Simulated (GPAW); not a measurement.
Write an ASE script for GPAW 26.7.0 that does the following.

```
Task                : relaxation of cell and atoms
Functional          : RPBE
Potentials or basis : the program's PAW data sets (release 1.2.1) made for this functional
Cutoff              : 600 eV
Basis               : pw
k mesh              : 6 × 6 × 3
Occupations         : fermi-dirac, width 0.05 eV
Spin                : no spin polarisation
Maxiter             : 150
Optimizer           : BFGS
Fmax                : 0.02 eV/Å
Max steps           : 60
Convergence         : density=1e-05 forces=0.0001
```

The structure of Ge lies in Ge.xyz:

```xyz
4
Lattice="3.9975858431 0.0000000000 0.0000000000 -1.9987929216 3.4620108940 0.0000000000 0.0000000000 0.0000000000 6.5993779500" Properties=species:S:1:pos:R:3 pbc="T T T"
Ge    -0.0000000002      2.3080072628      6.1842688277
Ge     1.9987929217      1.1540036312      2.8845798527
Ge    -0.0000000002      2.3080072628      3.7147980973
Ge     1.9987929217      1.1540036312      0.4151091223
```

This isn't the form of Ge at room conditions, which is diamond.

These files were run (other wordings do the same):

run.py

```python
from ase.filters import FrechetCellFilter
from ase.io import read, write
from ase.optimize import BFGS
from gpaw import GPAW, PW

atoms = read('Ge.xyz')

calc = GPAW(mode=PW(600),
            xc='RPBE',
            kpts={'size': (6, 6, 3), 'gamma': True},
            occupations={'name': 'fermi-dirac', 'width': 0.05},
            nbands=18,
            convergence={'density': 1e-05, 'forces': 0.0001},
            maxiter=150,
            txt='gpaw.txt')
atoms.calc = calc
opt = BFGS(FrechetCellFilter(atoms), trajectory='relax.traj', logfile='-')
done = opt.run(fmax=0.02, steps=60)
calc.write('gs.gpw')
write('result.traj', atoms)
print('Converged:', done)
print('Cell:', atoms.cell.cellpar().round(4))
print('Volume:', round(atoms.get_volume(), 4))
print(atoms.get_scaled_positions().round(5))
```

Potentials or basis: the program's PAW data sets (release 1.2.1) made for this functional, pw.

Command:

```console
$ OMP_NUM_THREADS=1 python run.py
```

Results of the run:

```json
{
 "Relaxed volume": "24.69 Å³/atom",
 "Relaxed cell": "a = 4.107 Å, b = 4.107 Å, c = 6.762 Å, α = 90.00°, β = 90.00°, γ = 120.00°",
 "Space group after relaxing (to 0.05 Å)": "P6_3/mmc (No. 194)",
 "Energy gained by relaxing": "28.1 meV/atom",
 "Ionic steps": "5",
 "Pressure after relaxing": "0.0 GPa",
 "Largest force after relaxing": "0.007 eV/Å",
 "Band gap on the k mesh": "0.23 eV, direct"
}
```

Caveat: later steps reuse the first step's grids; an odd mesh through Γ misses points on the zone boundary, where band edges often lie.

Run time: 60 s on 1 thread of Arm Neoverse V2, with other jobs on the host, peak memory 0.2 GiB.
